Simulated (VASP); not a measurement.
# IrO2 (P4_2/mnm) in VASP: further runs

One crystal, IrO2, is run at these levels: LDA, r2SCAN, PBE; tasks: band structure, density of states.

The COD entry that gives the cell may itself be a prediction, so a difference from it is no test against experiment.

Everything below comes from runs of VASP 6.6.1. Logs are shortened: lines on timing, memory, paths and dates and some standing lists are left out, and cuts for length are marked.

### 1 The crystal as given

The structure is tetragonal, space group P4_2/mnm (No. 136). The conventional cell has a = 4.484 Å, b = 4.484 Å, c = 3.164 Å, α = 90.00°, β = 90.00°, γ = 90.00°. Ir (site symmetry mmm) has 6 O at 1.96 to 1.99 Å as nearest neighbours. Around O (site symmetry m2m) lie 3 Ir at 1.96 to 1.99 Å.

### 2 Band structure, LDA

INCAR

```
  PREC = Accurate
  ENCUT = 520
  EDIFF = 1E-6
  ISMEAR = 1
  SIGMA = 0.1
  LREAL = F
  LASPH = T
  NELM = 80
  ALGO = Fast
  ISIF = 2
  LWAVE = F
  LCHARG = F
  LMAXMIX = 4
  GGA = CA
  NBANDS = 30
  KPAR = 2
```

KPOINTS

```
regular mesh
0
Gamma
  8 8 12
```

POSCAR

```
IrO2                                    
1.0
    4.4837704582      0.0000000000      0.0000000000
    0.0000000000      4.4837704582      0.0000000000
    0.0000000000      0.0000000000      3.1637946956
  Ir              O             
     2     4
Direct
     0.0000000000000000    0.0000000000000000    0.0000000000000000
     0.5000000000000000    0.5000000000000000    0.5000000000000000
     0.3088508813558264    0.3088508813558264    0.0000000000000000
     0.1911491186441736    0.8088508813558264    0.5000000000000000
     0.6911491186441736    0.6911491186441736    0.0000000000000000
     0.8088508813558264    0.1911491186441736    0.5000000000000000
```

KPOINTS_OPT

```
explicit points
168
Reciprocal
 0.0000000000  0.0000000000  0.0000000000 1
 0.0000000000  0.0555555556  0.0000000000 1
 0.0000000000  0.1111111111  0.0000000000 1
 0.0000000000  0.1666666667  0.0000000000 1
 0.0000000000  0.2222222222  0.0000000000 1
 0.0000000000  0.2777777778  0.0000000000 1
[... 160 lines left out ...]
 0.0000000000  0.0000000000  0.5175947400 1
 0.0000000000  0.0000000000  0.4824052600 1
```

Potentials or basis: VASP PAW LDA potentials, release 64 (Ir, O).

Launch:

```
cat potpaw_LDA.64/Ir/POTCAR potpaw_LDA.64/O/POTCAR > POTCAR
mpirun -np 2 vasp_std > vasp.out
```

OUTCAR:

```text
PREC = Accurate
   ENCUT = 520
   EDIFF = 1E-6
   ISMEAR = 1
   LREAL = F
   LASPH = T
   NELM = 80
   ISIF = 2
   GGA = CA

 ion  position               nearest neighbor table
   1  0.000  0.000  0.000-   3 1.96   5 1.96   4 1.99   6 1.99   4 1.99   6 1.99
   2  0.500  0.500  0.500-   4 1.96   6 1.96   5 1.99   3 1.99   3 1.99   5 1.99
   3  0.309  0.309  0.000-   1 1.96   2 1.99   2 1.99
   4  0.191  0.809  0.500-   2 1.96   1 1.99   1 1.99
   5  0.691  0.691  0.000-   1 1.96   2 1.99   2 1.99
   6  0.809  0.191  0.500-   2 1.96   1 1.99   1 1.99

  LATTYP: Found a simple tetragonal cell.
 ALAT       =     4.4837704582
 C/A-ratio  =     0.7056103173

  Lattice vectors:

 A1 = (   4.4837704582,   0.0000000000,   0.0000000000)
 A2 = (   0.0000000000,   4.4837704582,   0.0000000000)
 A3 = (   0.0000000000,   0.0000000000,   3.1637946956)

Analysis of symmetry for initial positions (statically):
=====================================================================
 Subroutine PRICEL returns:
 Original cell was already a primitive cell.

 Routine SETGRP: Setting up the symmetry group for a
 simple tetragonal supercell.

 Subroutine GETGRP returns: Found 16 space group operations
 (whereof  8 operations were pure point group operations)
 out of a pool of 16 trial point group operations.

The static configuration has the point symmetry D_2h.
 The point group associated with its full space group is D_4h.

Analysis of symmetry for dynamics (positions and initial velocities):
=====================================================================
 Subroutine PRICEL returns:
 Original cell was already a primitive cell.

 Routine SETGRP: Setting up the symmetry group for a
 simple tetragonal supercell.

 Subroutine GETGRP returns: Found 16 space group operations
 (whereof  8 operations were pure point group operations)
 out of a pool of 16 trial point group operations.

The dynamic configuration has the point symmetry D_2h.
 The point group associated with its full space group is D_4h.

 Subroutine INISYM returns: Found 16 space group operations
 (whereof  8 operations are pure point group operations),
 and found     1 'primitive' translations

----------------------------------------------------------------------------------------

                                     Primitive cell

  volume of cell :      63.6056

  direct lattice vectors                    reciprocal lattice vectors
     4.483770458  0.000000000  0.000000000     0.223026582  0.000000000  0.000000000
     0.000000000  4.483770458  0.000000000     0.000000000  0.223026582  0.000000000
     0.000000000  0.000000000  3.163794696     0.000000000  0.000000000  0.316076135

  length of vectors
     4.483770458  4.483770458  3.163794696     0.223026582  0.223026582  0.316076135

  position of ions in fractional coordinates (direct lattice)
     0.000000000  0.000000000  0.000000000
     0.500000000  0.500000000  0.500000000
     0.308850881  0.308850881  0.000000000
     0.191149119  0.808850881  0.500000000
     0.691149119  0.691149119  0.000000000
     0.808850881  0.191149119  0.500000000

  ion indices of the primitive-cell ions
   primitive index   ion index
                 1           1
                 2           2
                 3           3
                 4           4
                 5           5
                 6           6

----------------------------------------------------------------------------------------

 KPOINTS: regular mesh

Automatic generation of k-mesh.
 Grid dimensions read from file:
 generate k-points for:    8    8   12

 Generating k-lattice:

  Cartesian coordinates                     Fractional coordinates (reciprocal lattice)
     0.027878323  0.000000000  0.000000000     0.125000000  0.000000000  0.000000000
     0.000000000  0.027878323  0.000000000     0.000000000  0.125000000  0.000000000
     0.000000000  0.000000000  0.026339678     0.000000000  0.000000000  0.083333333

  Length of vectors
     0.027878323  0.027878323  0.026339678

  Shift w.r.t. Gamma in fractional coordinates (k-lattice)
     0.000000000  0.000000000  0.000000000

 Subroutine IBZKPT returns following result:
 ===========================================

 Found    105 irreducible k-points:

 Following reciprocal coordinates:
            Coordinates               Weight
  0.000000  0.000000  0.000000      1.000000
  0.125000  0.000000  0.000000      4.000000
  0.250000  0.000000  0.000000      4.000000
  0.375000  0.000000  0.000000      4.000000
  0.500000  0.000000  0.000000      2.000000
  0.125000  0.125000  0.000000      4.000000
[... 16 lines left out ...]
  0.375000  0.125000  0.083333     16.000000
  0.500000  0.125000  0.083333      8.000000
 [... further k-points ...]
   k-points           NKPTS =    105   k-points in BZ     NKDIM =    105   number of bands    NBANDS=     30
   number of dos      NEDOS =    301   number of ions     NIONS =      6
   total plane-waves  NPLWV =  31104
   dimension x,y,z NGX =    36 NGY =   36 NGZ =   24
   dimension x,y,z NGXF=    72 NGYF=   72 NGZF=   48
   ions per type =               2   4
   NGX,Y,Z   is equivalent  to a cutoff of  13.35, 13.35, 12.61 a.u.
   NGXF,Y,Z  is equivalent  to a cutoff of  26.70, 26.70, 25.22 a.u.
 SYSTEM =  unknown system
   PREC   = accura    normal or accurate (medium, high low for compatibility)
   ISTART =      0    job   : 0-new  1-cont  2-samecut
   ICHARG =      2    charge: 1-file 2-atom 10-const
   ISPIN  =      1    spin polarized calculation?
   LNONCOLLINEAR =      F non collinear calculations
   LSORBIT =      F    spin-orbit coupling
   LASPH  =      T    aspherical Exc in radial PAW
   ENCUT  =  520.0 eV  38.22 Ry    6.18 a.u.   8.34  8.34  5.88*2*pi/ulx,y,z
   NELM   =     80;   NELMIN=  2; NELMDL= -5     # of ELM steps
   EDIFF  = 0.1E-05   stopping-criterion for ELM
   LREAL  =      F    real-space projection
   EDIFFG = 0.1E-04   stopping-criterion for IOM
   NSW    =      0    number of steps for IOM
   IBRION =     -1    ionic relax: 0-MD 1-quasi-New 2-CG
   NFREE  =      0    steps in history (QN), initial steepest desc. (CG)
   ISIF   =      2    stress and relaxation
   ISYM   =      2    0-nonsym 1-usesym 2-fastsym
   POTIM  = 0.5000    time-step for ionic-motion
   TEBEG  =    0.0;   TEEND  =   0.0 temperature during run
   PSTRESS=    0.0 pullay stress
   NELECT =      42.0000    total number of electrons
   NUPDOWN=      -1.0000    fix difference up-down
   EMIN   =  10.00;   EMAX   =-10.00  energy-range for DOS
   EFERMI =   0.00;   METHOD = LEGACY
   ISMEAR =     1;   SIGMA  =   0.10  broadening in eV -4-tet -1-fermi 0-gaus
   EFERMI_NEDOS =   21; number of points for ismear=-14 and -15
   IALGO  =     68    algorithm
   IMIX   =      4    mixing-type and parameters
     AMIX     =   0.40;   BMIX     =  1.00
     AMIX_MAG =   1.60;   BMIX_MAG =  1.00
  volume/ion in A,a.u.               =      10.60        71.54
  Fermi-wavevector in a.u.,A,eV,Ry     =   1.425584  2.693964 27.650994  2.032291
  Thomas-Fermi vector in A             =   2.545953
   LORBIT       =      0    0 simple, 1 ext, 2 COOP (PROOUT), +10 PAW based schemes
   GGA     = CA    functional components
   LHFCALC =     F    Hartree Fock is set to
   AEXX    =    0.0000 exact exchange contribution
   IVDW    =     0    specifies the selected vdW correction
   LEPSILON=     F    determine dielectric tensor
   LRPA    =     F    only Hartree local field effects (RPA)
 non-spin polarized calculation
 RMM-DIIS sequential band-by-band and
 Methfessel and Paxton  Order N= 1 SIGMA  =   0.10
  energy-cutoff  :      520.00
  volume of cell :       63.61
 maximum number of plane-waves:      1744
 NGX is ok and might be reduce to    36
   NGX = 17   NGY = 17   NGZ = 11

 number of electron      41.9999996 magnetization

 Free energy of the ion-electron system (eV)
  ---------------------------------------------------
  ext. energy  EPLUGINS =         0.00000000
  ---------------------------------------------------
  free energy    TOTEN  =       -48.79312771 eV

  energy without entropy =      -48.79429843  energy(sigma->0) =      -48.79351795

 E-fermi :   6.0886     XC(G=0): -12.5309

 val. band max:        6.0840586624   @ k =   0.3750   0.3750   0.1667
 cond. band min:       6.1008177562   @ k =   0.2500   0.0000   0.3333
 fundamental gap:      0.0167590938
 Fermi energy:         6.0885958322

 k-point     1 :       0.0000    0.0000    0.0000
  band No.  band energies     occupation
      1     -14.9877      2.00000
      2     -13.7234      2.00000
      3     -12.5630      2.00000
      4     -12.5630      2.00000
      5      -3.9156      2.00000
      6      -3.6965      2.00000
[... 22 lines left out ...]
     29      14.3728      0.00000
     30      17.9004      0.00000

 k-point     2 :       0.1250    0.0000    0.0000
  band No.  band energies     occupation
      1     -14.9238      2.00000
      2     -13.7149      2.00000
      3     -12.6522      2.00000
      4     -12.6040      2.00000
      5      -3.7503      2.00000
      6      -3.5713      2.00000
[... 22 lines left out ...]
     29      14.4418      0.00000
     30      17.7483      0.00000

 k-point     3 :       0.2500    0.0000    0.0000
  band No.  band energies     occupation
      1     -14.7386      2.00000
      2     -13.7168      2.00000
      3     -12.8602      2.00000
      4     -12.7140      2.00000
      5      -3.3078      2.00000
      6      -3.2216      2.00000
[... 22 lines left out ...]
     29      14.6921      0.00000
     30      17.3482      0.00000

 k-point     4 :       0.3750    0.0000    0.0000
  band No.  band energies     occupation
      1     -14.4546      2.00000
      2     -13.8325      2.00000
      3     -13.0132      2.00000
      4     -12.8585      2.00000
      5      -2.7506      2.00000
      6      -2.7447      2.00000
[... 616 lines left out ...]
     29      14.9625      0.00000
     30      17.2339      0.00000

 k-point    23 :       0.3750    0.1250    0.0833
  band No.  band energies     occupation
      1     -14.3842      2.00000
      2     -13.8157      2.00000
      3     -13.0568      2.00000
      4     -12.8340      2.00000
      5      -3.1988      2.00000
      6      -2.3316      2.00000
[... 22 lines left out ...]
     29      15.3864      0.00000
     30      16.6861      0.00000

 k-point    24 :       0.5000    0.1250    0.0833
  band No.  band energies     occupation
      1     -14.0864      2.00000
      2     -14.0864      2.00000
      3     -12.9778      2.00000
      4     -12.9778      2.00000
      5      -2.6831      2.00000
      6      -2.6831      2.00000
[... 22 lines left out ...]
     29      16.0154      0.00000
     30      16.0154      0.00000

 [... further k-points ...]

------------------------ aborting loop because EDIFF is reached ----------------------------------------

  FORCE on cell =-STRESS in cart. coord.  units (eV):
  Direction    XX          YY          ZZ          XY          YZ          ZX
  --------------------------------------------------------------------------------------
  -------------------------------------------------------------------------------------
  Total       -2.2343896     -2.2343896     -2.6600122     -0.0000000      0.0000000      0.0000000
  in kB      -56.2826375    -56.2826375    -67.0037598     -0.0000000      0.0000000      0.0000000
  external PRESSURE =     -59.8563450 kB  Pullay stress =       0.0000000 kB

 VOLUME and BASIS-vectors are now :
 -----------------------------------------------------------------------------
  energy-cutoff  :      520.00
  volume of cell :       63.61
      direct lattice vectors                 reciprocal lattice vectors
     4.483770458  0.000000000  0.000000000     0.223026582  0.000000000  0.000000000
     0.000000000  4.483770458  0.000000000     0.000000000  0.223026582  0.000000000
     0.000000000  0.000000000  3.163794696     0.000000000  0.000000000  0.316076135

 POSITION                                       TOTAL-FORCE (eV/Angst)
 -----------------------------------------------------------------------------------
      0.00000      0.00000      0.00000        -0.000000      0.000000     -0.000000
      2.24189      2.24189      1.58190        -0.000000      0.000000     -0.000000
      1.38482      1.38482      0.00000         0.019259      0.019259      0.000000
      0.85707      3.62670      1.58190        -0.019259      0.019259     -0.000000
      3.09895      3.09895      0.00000        -0.019259     -0.019259     -0.000000
      3.62670      0.85707      1.58190         0.019259     -0.019259     -0.000000
 -----------------------------------------------------------------------------------
    total drift:                                0.000000      0.000000     -0.000000

  FREE ENERGIE OF THE ION-ELECTRON SYSTEM (eV)
  ---------------------------------------------------
  free  energy   TOTEN  =       -48.7931277136 eV

  energy  without entropy=      -48.7942984276  energy(sigma->0) =      -48.79351795
```

Run time: 3.4 min. Hardware: 2 MPI ranks of Intel Xeon Platinum 8259CL at 2.50GHz (Skylake/Cascade Lake), shared host; peak memory 0.36 GiB.

What came out:

```yaml
Free_energy: -48.7931 eV
Pressure: -6.0 GPa
Largest_force: 0.027 eV/Å
Band_gap_along_the_path: none (metal or under the smearing width)
```

Forces on the atoms (eV/Å):
```
Ir   0.000  0.000  0.000
Ir   0.000  0.000  0.000
O    0.019  0.019  0.000
O   -0.019  0.019  0.000
O   -0.019 -0.019  0.000
O    0.019 -0.019  0.000
```

Stress tensor (GPa, compression positive):
```
-5.63  0.00  0.00
 0.00 -5.63  0.00
 0.00  0.00 -6.70
```

Levels at the corners of the path, in eV from the Fermi level:
| point | band 19 | band 20 | band 21 | band 22 | band 23 | band 24 |
| --- | --- | --- | --- | --- | --- | --- |
| Γ | -2.39 | -2.32 | -2.22 | 0.74 | 1.27 | 4.12 |
| X | -1.33 | -1.33 | -0.31 | -0.31 | 3.51 | 3.51 |
| X | -1.33 | -1.33 | -0.31 | -0.31 | 3.51 | 3.51 |
| M | -2.45 | -2.45 | 0.21 | 0.21 | 2.52 | 2.52 |
| M | -2.45 | -2.45 | 0.21 | 0.21 | 2.52 | 2.52 |
| Γ | -2.39 | -2.32 | -2.22 | 0.74 | 1.27 | 4.12 |
| Γ | -2.39 | -2.32 | -2.22 | 0.74 | 1.27 | 4.12 |
| Z | -0.69 | -0.69 | 0.28 | 0.28 | 2.21 | 2.21 |
| Z | -0.69 | -0.69 | 0.28 | 0.28 | 2.21 | 2.21 |
| R | -1.82 | -1.82 | 0.55 | 0.55 | 1.10 | 1.10 |
| R | -1.82 | -1.82 | 0.55 | 0.55 | 1.10 | 1.10 |
| A | -1.25 | -1.25 | -0.50 | -0.50 | 2.16 | 2.16 |
| A | -1.25 | -1.25 | -0.50 | -0.50 | 2.16 | 2.16 |
| Z | -0.69 | -0.69 | 0.28 | 0.28 | 2.21 | 2.21 |
| X | -1.33 | -1.33 | -0.31 | -0.31 | 3.51 | 3.51 |
| R | -1.82 | -1.82 | 0.55 | 0.55 | 1.10 | 1.10 |
| M | -2.45 | -2.45 | 0.21 | 0.21 | 2.52 | 2.52 |
| A | -1.25 | -1.25 | -0.50 | -0.50 | 2.16 | 2.16 |

Caveat: spin-orbit coupling is left out, which moves the levels of the heavy elements.

(Continued in part 2 of 2.)
